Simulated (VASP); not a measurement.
# LiSe (P4/mmm) in VASP: reference runs

How does LiSe come out in PBE? The cell is run as given and disturbed.

Program: VASP 6.6.1. These are calculated values, not measurements. Logs are shortened: lines on timing, memory, paths and dates and some standing lists are left out, and cuts for length are marked.

## 1. Starting point

The structure is tetragonal, space group P4/mmm (No. 123). The conventional cell has a = 3.065 Å, b = 3.065 Å, c = 3.786 Å, α = 90.00°, β = 90.00°, γ = 90.00°. Around Li (site symmetry 4/mmm) lie 8 Se at 2.88 Å and 4 Li at 3.06 Å. Around Se (site symmetry 4/mmm) lie 8 Li at 2.88 Å and 4 Se at 3.06 Å.

The cell was built by a generator and needn't be a form met in nature.

## 2. Single point, PBE

INCAR

```
PREC     = Accurate       # precision mode
ENCUT    = 520            # plane-wave cutoff, eV
EDIFF    = 1E-7           # SCF threshold, eV
ISMEAR   = -1             # smearing method
SIGMA    = 0.05           # smearing width, eV
LREAL    = False          # projectors in reciprocal space
LASPH    = True           # aspherical terms in the spheres
NELM     = 100            # most SCF steps
ALGO     = Normal         # electronic algorithm
ISIF     = 2              # what is computed and relaxed
LWAVE    = False          # write WAVECAR
LCHARG   = False          # write CHGCAR
GGA      = PE             # functional
NBANDS   = 12             # bands
```

KPOINTS

```
Automatic mesh
0
Gamma
  9 9 7
```

POSCAR

```
LiSe
1.0
    3.0645700000      0.0000000000      0.0000000000
    0.0000000000      3.0645700000      0.0000000000
    0.0000000000      0.0000000000      3.7862500000
Li Se
1 1
Direct
    0.5000000000      0.5000000000      0.0000000000
    0.0000000000      0.0000000000      0.5000000000
```

Potentials or basis: VASP PAW PBE potentials, release 64 (Li_sv, Se).

The run is started by

```console
> cat potpaw_PBE.64/Li_sv/POTCAR potpaw_PBE.64/Se/POTCAR > POTCAR
> mpirun -np 1 vasp_std > vasp.out
```

OUTCAR:

```text
PREC = Accurate
   ENCUT = 520
   EDIFF = 1E-7
   ISMEAR = -1
   LREAL = False
   LASPH = True
   NELM = 100
   ISIF = 2
   GGA = PE

 ion  position               nearest neighbor table
   1  0.500  0.500  0.000-
   2  0.000  0.000  0.500-

  LATTYP: Found a simple tetragonal cell.
 ALAT       =     3.0645700000
 C/A-ratio  =     1.2354914393

  Lattice vectors:

 A1 = (   3.0645700000,   0.0000000000,   0.0000000000)
 A2 = (   0.0000000000,   3.0645700000,   0.0000000000)
 A3 = (   0.0000000000,   0.0000000000,   3.7862500000)

Analysis of symmetry for initial positions (statically):
=====================================================================
 Subroutine PRICEL returns:
 Original cell was already a primitive cell.

 Routine SETGRP: Setting up the symmetry group for a
 simple tetragonal supercell.

 Subroutine GETGRP returns: Found 16 space group operations
 (whereof 16 operations were pure point group operations)
 out of a pool of 16 trial point group operations.

The static configuration has the point symmetry D_4h.

Analysis of symmetry for dynamics (positions and initial velocities):
=====================================================================
 Subroutine PRICEL returns:
 Original cell was already a primitive cell.

 Routine SETGRP: Setting up the symmetry group for a
 simple tetragonal supercell.

 Subroutine GETGRP returns: Found 16 space group operations
 (whereof 16 operations were pure point group operations)
 out of a pool of 16 trial point group operations.

The dynamic configuration has the point symmetry D_4h.

 Subroutine INISYM returns: Found 16 space group operations
 (whereof 16 operations are pure point group operations),
 and found     1 'primitive' translations

----------------------------------------------------------------------------------------

                                     Primitive cell

  volume of cell :      35.5589

  direct lattice vectors                    reciprocal lattice vectors
     3.064570000  0.000000000  0.000000000     0.326310053  0.000000000  0.000000000
     0.000000000  3.064570000  0.000000000     0.000000000  0.326310053  0.000000000
     0.000000000  0.000000000  3.786250000     0.000000000  0.000000000  0.264113569

  length of vectors
     3.064570000  3.064570000  3.786250000     0.326310053  0.326310053  0.264113569

  position of ions in fractional coordinates (direct lattice)
     0.500000000  0.500000000  0.000000000
     0.000000000  0.000000000  0.500000000

  ion indices of the primitive-cell ions
   primitive index   ion index
                 1           1
                 2           2

----------------------------------------------------------------------------------------

 KPOINTS: Automatic mesh

Automatic generation of k-mesh.
 Grid dimensions read from file:
 generate k-points for:    9    9    7

 Generating k-lattice:

  Cartesian coordinates                     Fractional coordinates (reciprocal lattice)
     0.036256673  0.000000000  0.000000000     0.111111111  0.000000000  0.000000000
     0.000000000  0.036256673  0.000000000     0.000000000  0.111111111  0.000000000
     0.000000000  0.000000000  0.037730510     0.000000000  0.000000000  0.142857143

  Length of vectors
     0.036256673  0.036256673  0.037730510

  Shift w.r.t. Gamma in fractional coordinates (k-lattice)
     0.000000000  0.000000000  0.000000000

 Subroutine IBZKPT returns following result:
 ===========================================

 Found     60 irreducible k-points:

 Following reciprocal coordinates:
            Coordinates               Weight
  0.000000  0.000000  0.000000      1.000000
  0.111111  0.000000  0.000000      4.000000
  0.222222  0.000000  0.000000      4.000000
  0.333333  0.000000  0.000000      4.000000
  0.444444  0.000000  0.000000      4.000000
  0.111111  0.111111  0.000000      4.000000
[... 16 lines left out ...]
  0.333333  0.111111  0.142857     16.000000
  0.444444  0.111111  0.142857     16.000000
 [... further k-points ...]
   k-points           NKPTS =     60   k-points in BZ     NKDIM =     60   number of bands    NBANDS=     12
   number of dos      NEDOS =    301   number of ions     NIONS =      2
   total plane-waves  NPLWV =  16128
   dimension x,y,z NGX =    24 NGY =   24 NGZ =   28
   dimension x,y,z NGXF=    48 NGYF=   48 NGZF=   56
   ions per type =               1   1
   NGX,Y,Z   is equivalent  to a cutoff of  13.02, 13.02, 12.29 a.u.
   NGXF,Y,Z  is equivalent  to a cutoff of  26.04, 26.04, 24.59 a.u.
 SYSTEM =  unknown system
   PREC   = accura    normal or accurate (medium, high low for compatibility)
   ISTART =      0    job   : 0-new  1-cont  2-samecut
   ICHARG =      2    charge: 1-file 2-atom 10-const
   ISPIN  =      1    spin polarized calculation?
   LNONCOLLINEAR =      F non collinear calculations
   LSORBIT =      F    spin-orbit coupling
   LASPH  =      T    aspherical Exc in radial PAW
   ENCUT  =  520.0 eV  38.22 Ry    6.18 a.u.   5.70  5.70  7.04*2*pi/ulx,y,z
   NELM   =    100;   NELMIN=  2; NELMDL= -5     # of ELM steps
   EDIFF  = 0.1E-06   stopping-criterion for ELM
   LREAL  =      F    real-space projection
   EDIFFG = 0.1E-05   stopping-criterion for IOM
   NSW    =      0    number of steps for IOM
   IBRION =     -1    ionic relax: 0-MD 1-quasi-New 2-CG
   NFREE  =      0    steps in history (QN), initial steepest desc. (CG)
   ISIF   =      2    stress and relaxation
   ISYM   =      2    0-nonsym 1-usesym 2-fastsym
   POTIM  = 0.5000    time-step for ionic-motion
   TEBEG  =    0.0;   TEEND  =   0.0 temperature during run
   PSTRESS=    0.0 pullay stress
   NELECT =       9.0000    total number of electrons
   NUPDOWN=      -1.0000    fix difference up-down
   EMIN   =  10.00;   EMAX   =-10.00  energy-range for DOS
   EFERMI =   0.00;   METHOD = LEGACY
   ISMEAR =    -1;   SIGMA  =   0.05  broadening in eV -4-tet -1-fermi 0-gaus
   EFERMI_NEDOS =   21; number of points for ismear=-14 and -15
   IALGO  =     38    algorithm
   IMIX   =      4    mixing-type and parameters
     AMIX     =   0.40;   BMIX     =  1.00
     AMIX_MAG =   1.60;   BMIX_MAG =  1.00
  volume/ion in A,a.u.               =      17.78       119.98
  Fermi-wavevector in a.u.,A,eV,Ry     =   1.035554  1.956914 14.590516  1.072373
  Thomas-Fermi vector in A             =   2.169903
   LORBIT       =      0    0 simple, 1 ext, 2 COOP (PROOUT), +10 PAW based schemes
   GGA     = PE    functional components
   LHFCALC =     F    Hartree Fock is set to
   AEXX    =    0.0000 exact exchange contribution
   IVDW    =     0    specifies the selected vdW correction
   LEPSILON=     F    determine dielectric tensor
   LRPA    =     F    only Hartree local field effects (RPA)
 non-spin polarized calculation
  energy-cutoff  :      520.00
  volume of cell :       35.56
 maximum number of plane-waves:       970
 NGX is ok and might be reduce to    24
   NGX = 11   NGY = 11   NGZ = 15

 number of electron       9.0000007 magnetization

 Free energy of the ion-electron system (eV)
  ---------------------------------------------------
  ext. energy  EPLUGINS =         0.00000000
  ---------------------------------------------------
  free energy    TOTEN  =        -6.89466259 eV

  energy without entropy =       -6.89002687  energy(sigma->0) =       -6.89234473

 E-fermi :   3.7219     XC(G=0):  -9.2335

 val. band max:        3.6611641941   @ k =   0.2222   0.1111   0.1429
 cond. band min:       3.7776057560   @ k =   0.1111   0.1111   0.4286
 fundamental gap:      0.1164415619
 Fermi energy:         3.7219215112

 k-point     1 :       0.0000    0.0000    0.0000
  band No.  band energies     occupation
      1     -42.8647      2.00000
      2     -10.5022      2.00000
      3       1.1279      2.00000
      4       4.3681      0.00000
      5       4.3681      0.00000
      6       6.3205      0.00000
      7      10.5417      0.00000
      8      10.8314      0.00000
      9      15.0329      0.00000
     10      16.3346      0.00000
     11      16.3346      0.00000
     12      19.1266      0.00000

 k-point     2 :       0.1111    0.0000    0.0000
  band No.  band energies     occupation
      1     -42.8640      2.00000
      2     -10.3748      2.00000
      3       1.2692      2.00000
      4       3.1490      1.99998
      5       4.4818      0.00000
      6       6.4583      0.00000
      7      10.8169      0.00000
      8      12.1571      0.00000
      9      14.0772      0.00000
     10      15.7530      0.00000
     11      16.1876      0.00000
     12      19.0611      0.00000

 k-point     3 :       0.2222    0.0000    0.0000
  band No.  band energies     occupation
      1     -42.8622      2.00000
      2     -10.0191      2.00000
      3       1.0757      2.00000
      4       1.6670      2.00000
      5       4.7929      0.00000
      6       6.7264      0.00000
      7      11.2574      0.00000
      8      12.1796      0.00000
      9      13.6602      0.00000
     10      15.5732      0.00000
     11      16.1359      0.00000
     12      19.4567      0.00000

 k-point     4 :       0.3333    0.0000    0.0000
  band No.  band energies     occupation
      1     -42.8601      2.00000
      2      -9.5354      2.00000
      3      -0.7238      2.00000
      4       2.2189      2.00000
      5       5.1993      0.00000
      6       7.0586      0.00000
      7      10.4025      0.00000
      8      11.8665      0.00000
      9      12.9057      0.00000
     10      14.5728      0.00000
     11      17.6410      0.00000
     12      20.0585      0.00000

 k-point     5 :       0.4444    0.0000    0.0000
  band No.  band energies     occupation
      1     -42.8588      2.00000
      2      -9.1489      2.00000
      3      -1.7970      2.00000
      4       2.6745      2.00000
      5       5.5067      0.00000
      6       7.3160      0.00000
      7       9.2951      0.00000
      8      11.9468      0.00000
      9      12.8896      0.00000
     10      13.8332      0.00000
     11      16.3880      0.00000
     12      21.0195      0.00000
[... 228 lines left out ...]
      1     -42.8632      2.00000
      2     -10.1865      2.00000
      3       0.6624      2.00000
      4       3.3091      1.99948
      5       3.3663      1.99837
      6       7.7748      0.00000
      7      12.0665      0.00000
      8      12.3771      0.00000
      9      13.2586      0.00000
     10      14.1814      0.00000
     11      15.8689      0.00000
     12      19.0934      0.00000

 k-point    22 :       0.2222    0.1111    0.1429
  band No.  band energies     occupation
      1     -42.8614      2.00000
      2      -9.8284      2.00000
      3       1.0365      2.00000
      4       1.2637      2.00000
      5       3.6612      1.54242
      6       8.1013      0.00000
      7      11.2048      0.00000
      8      12.7506      0.00000
      9      13.3408      0.00000
     10      14.5963      0.00000
     11      16.2756      0.00000
     12      18.0018      0.00000

 k-point    23 :       0.3333    0.1111    0.1429
  band No.  band energies     occupation
      1     -42.8594      2.00000
      2      -9.3411      2.00000
      3      -0.5400      2.00000
      4       1.5540      2.00000
      5       4.0913      0.00124
      6       8.4864      0.00000
      7       9.5221      0.00000
      8      12.6777      0.00000
      9      13.1680      0.00000
     10      14.2437      0.00000
     11      16.9636      0.00000
     12      18.9465      0.00000

 k-point    24 :       0.4444    0.1111    0.1429
  band No.  band energies     occupation
      1     -42.8580      2.00000
      2      -8.9511      2.00000
      3      -1.6165      2.00000
      4       1.9745      2.00000
      5       4.4285      0.00000
      6       8.4485      0.00000
      7       8.7965      0.00000
      8      12.0503      0.00000
      9      13.1102      0.00000
     10      14.3341      0.00000
     11      17.1087      0.00000
     12      18.3581      0.00000

 [... further k-points ...]

------------------------ aborting loop because EDIFF is reached ----------------------------------------

  FORCE on cell =-STRESS in cart. coord.  units (eV):
  Direction    XX          YY          ZZ          XY          YZ          ZX
  --------------------------------------------------------------------------------------
  -------------------------------------------------------------------------------------
  Total        0.0236480      0.0236480     -0.0178461      0.0000000      0.0000000      0.0000000
  in kB        1.0655099      1.0655099     -0.8040938      0.0000000      0.0000000      0.0000000
  external PRESSURE =       0.4423087 kB  Pullay stress =       0.0000000 kB

 VOLUME and BASIS-vectors are now :
 -----------------------------------------------------------------------------
  energy-cutoff  :      520.00
  volume of cell :       35.56
      direct lattice vectors                 reciprocal lattice vectors
     3.064570000  0.000000000  0.000000000     0.326310053  0.000000000  0.000000000
     0.000000000  3.064570000  0.000000000     0.000000000  0.326310053  0.000000000
     0.000000000  0.000000000  3.786250000     0.000000000  0.000000000  0.264113569

 POSITION                                       TOTAL-FORCE (eV/Angst)
 -----------------------------------------------------------------------------------
      1.53228      1.53228      0.00000         0.000000      0.000000      0.000000
      0.00000      0.00000      1.89312         0.000000      0.000000      0.000000
 -----------------------------------------------------------------------------------
    total drift:                                0.000000     -0.000000     -0.000000

  FREE ENERGIE OF THE ION-ELECTRON SYSTEM (eV)
  ---------------------------------------------------
  free  energy   TOTEN  =        -6.8946625917 eV

  energy  without entropy=       -6.8900268709  energy(sigma->0) =       -6.89234473
```

It took 8.7 s on 1 thread of Intel Xeon 6975P-C (Granite Rapids), shared host; peak memory 0.15 GiB.

What came out:

* Free energy: -6.8947 eV
* Band gap on the k mesh: none (metal or under the smearing width)

Levels at points of the mesh, in eV from the Fermi level:
```
           k point  band 1  band 2  band 3  band 4  band 5  band 6  band 7  band 8  band 9
(0.00, 0.00, 0.00)  -46.59  -14.22   -2.59    0.65    0.65    2.60    6.82    7.11   11.31
```

Caveat: the cutoff is under 1.25 times the usual one of these potentials, so pressure, stress and relaxed cells hold a basis-set (Pulay) error.

## 3. Single point, PBE (atoms moved at random, drawn with an rms of 0.05 Å)

INCAR

```
SYSTEM = LiSe
PREC = Accurate ; ENCUT = 520
EDIFF = 1E-7 ; ISMEAR = -1
SIGMA = 0.05 ; LREAL = .False.
LASPH = .True. ; NELM = 80
ALGO = Normal ; ISIF = 2
LWAVE = .False. ; LCHARG = .False.
GGA = PE ; NBANDS = 12
```

KPOINTS

```
Automatic mesh
0
Gamma
  9 9 7
  0 0 0
```

POSCAR

```
LiSe
1.0
    3.0645700000      0.0000000000      0.0000000000
    0.0000000000      3.0645700000      0.0000000000
    0.0000000000      0.0000000000      3.7862500000
Li Se
1 1
Direct
    0.4953930000      0.4943800000     -0.0030340000
    0.0064060000      0.0044210000      0.5009280000
```

Potentials or basis: VASP PAW PBE potentials, release 64 (Li_sv, Se).

The run is started by

```console
> cat potpaw_PBE.64/Li_sv/POTCAR potpaw_PBE.64/Se/POTCAR > POTCAR
> mpirun -np 1 vasp_std > vasp.out
```

It took 35 s on 1 thread of Intel Xeon 6975P-C (Granite Rapids), shared host; peak memory 0.23 GiB.

The run converged. Its results:

```
Free energy            : -6.8942 eV
Largest force          : 0.021 eV/Å
Band gap on the k mesh : none (metal or under the smearing width)
```

Forces on the atoms (eV/Å):
```
Li   0.012  0.011  0.013
Se  -0.012 -0.011 -0.013
```

Levels at points of the mesh, in eV from the Fermi level:
```csv
k point,band 1,band 2,band 3,band 4,band 5,band 6,band 7,band 8,band 9,band 10
"(0.00, 0.00, 0.00)",-46.58,-14.22,-2.59,0.65,0.65,2.60,6.82,7.11,11.32,12.62
```

Caveat: the cutoff is under 1.25 times the usual one of these potentials, so pressure, stress and relaxed cells hold a basis-set (Pulay) error.
